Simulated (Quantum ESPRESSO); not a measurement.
## MgS (Niningerite): equation of state with rev-vdW-DF2

MgS (Niningerite):

```
CELL_PARAMETERS angstrom
0.00000 2.60165 2.60165
2.60165 0.00000 2.60165
2.60165 2.60165 0.00000
ATOMIC_POSITIONS crystal
S 0.50000 0.50000 0.50000
Mg 0.00000 0.00000 0.00000
```

```json
{
 "Program": "Quantum ESPRESSO 7.5",
 "Task": "equation of state",
 "Functional": "rev-vdW-DF2",
 "Potentials or basis": "PseudoDojo 0.4.1 SR PBE standard",
 "Cutoff": "1143 eV",
 "Density cutoff": "4572 eV",
 "k mesh": "9 × 9 × 9",
 "Occupations": "fermi-dirac, width 0.05 eV",
 "Spin": "no spin polarisation",
 "Mixing beta": "0.5",
 "Most SCF iterations": "120",
 "SCF threshold": "4e-10 Ry"
}
```

```yaml
Equilibrium_volume: 17.70 Å³/atom
Bulk_modulus: 76 GPa
Pressure_derivative_of_the_bulk_modulus: 4.1
```

Energy against volume, from the lowest point:
```csv
volume (Å³/atom),energy (meV/atom)
16.553,19.65
16.905,9.05
17.257,2.64
17.609,0.00
17.962,0.76
18.314,4.59
18.666,11.20
```

All runs of the series together: 8.8 min on 1 thread of Arm Neoverse V2 (shared host).

Caveat: the potentials were made for another functional, which shifts forces and pressure. Zero-point motion and thermal expansion aren't in these numbers.
